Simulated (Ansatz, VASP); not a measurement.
One calculation of La, two programs

```
La
1.0
    -2.09513    2.09513    2.09513
     2.09513   -2.09513    2.09513
     2.09513    2.09513   -2.09513
La
1
Cartesian
  0.0000 0.0000 0.0000
```

Change from the starting cell: volume scaled by 0.96.

Alike in both runs: task single point; functional LDA; k mesh 11 × 11 × 11; occupations fermi-dirac, width 0.03 eV; no spin polarisation.

|  | VASP | Ansatz |
| --- | --- | --- |
| version | VASP 6.6.1 | Ansatz 0.2.0 |
| potentials or method | VASP PAW LDA potentials, release 64 (La), cutoff 520 eV | all-electron LAPW, scalar-relativistic |

VASP gave:

```
pressure (GPa) : -2.8
```

Q: What did Ansatz give for the same quantities?

A: Pressure (GPa): -2.7.

Ansatz ran all-electron here, so the differences hold the error of VASP's frozen core and of both bases.

Spin-orbit coupling is left out, which matters for the levels of La.
